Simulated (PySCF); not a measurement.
## Bonding in norbornene

Compound: norbornene, C₇H₁₀.
SMILES with atom numbers: `[CH:1]1=[CH:2][C@H:3]2[CH2:4][CH2:5][C@@H:6]1[CH2:7]2` (hydrogens: H8 on C1; H9 on C2; H10 on C3; H11, H12 on C4; H13, H14 on C5; H15 on C6; H16, H17 on C7)

Cartesian coordinates in Å at the PBE0-D3(BJ)/def2-TZVP level; atoms count from 1:
```xyz
17
C7H10 angstrom
C      1.022    1.004   -0.761
C      0.849    1.259    0.536
C      0.186    0.049    1.151
C     -1.268    0.042    0.601
C     -1.066   -0.259   -0.903
C      0.479   -0.380   -1.027
C      0.809   -1.067    0.304
H      1.361    1.693   -1.524
H      1.018    2.200    1.045
H      0.260   -0.046    2.233
H     -1.773    0.991    0.780
H     -1.853   -0.744    1.085
H     -1.544   -1.199   -1.186
H     -1.463    0.524   -1.551
H      0.821   -0.868   -1.939
H      1.882   -1.176    0.470
H      0.309   -2.032    0.426
```

Bond orders from the PBE0/pcSseg-2 density (PySCF). Isolated species at its PBE0-D3(BJ)/def2-TZVP geometry, gas phase.

**Question.** Where do the orders between heavy atoms depart from those drawn in the SMILES?

**Answer.** The largest departure is 0.141, at C1–C2 (drawn double, 1.859).

**Question.** Set the Mayer orders of the bonds beside their lengths.

**Answer.** 
```tsv
bond	drawn as	length (Å)	Mayer order
C1–C2	double	1.333	1.859
C2–C3	single	1.511	1.034
C3–C4	single	1.554	0.987
C4–C5	single	1.547	0.993
C5–C6	single	1.555	0.986
C6–C7	single	1.534	0.975
C6–C1	single	1.510	1.034
C7–C3	single	1.534	0.975
C1–H8	single	1.083	1.010
C2–H9	single	1.083	1.011
C3–H10	single	1.089	0.995
C4–H11	single	1.091	0.988
C4–H12	single	1.093	0.989
C5–H13	single	1.093	0.989
C5–H14	single	1.091	0.988
C6–H15	single	1.089	0.995
C7–H16	single	1.091	0.985
C7–H17	single	1.094	0.999
```

Bonds between the same two heavy elements. C–C: lowest C6–C7 and C7–C3 (0.975, 1.534 Å), highest C1–C2 (1.859, 1.333 Å). Bonds named together lie within 0.004.

**Question.** Sum the orders of all bonds at each heavy atom with more than one neighbour and set the sums beside the valence in the SMILES.

**Answer.** C1 3.903 (drawn 4), C2 3.904 (drawn 4), C3 3.991 (drawn 4), C4 3.957 (drawn 4), C5 3.956 (drawn 4), C6 3.990 (drawn 4), C7 3.934 (drawn 4). Orders between atoms that aren't bonded are not in these sums.

Mayer orders depend on the basis set.

These values come from a run that also computed NMR shieldings. Hardware: an Intel Xeon at 2.50 GHz with 2 threads, shared host with 64 logical CPUs at a one-minute load of 63. Cost: 2.2 min wall, 4.4 min CPU, 2.8 GiB resident at most.
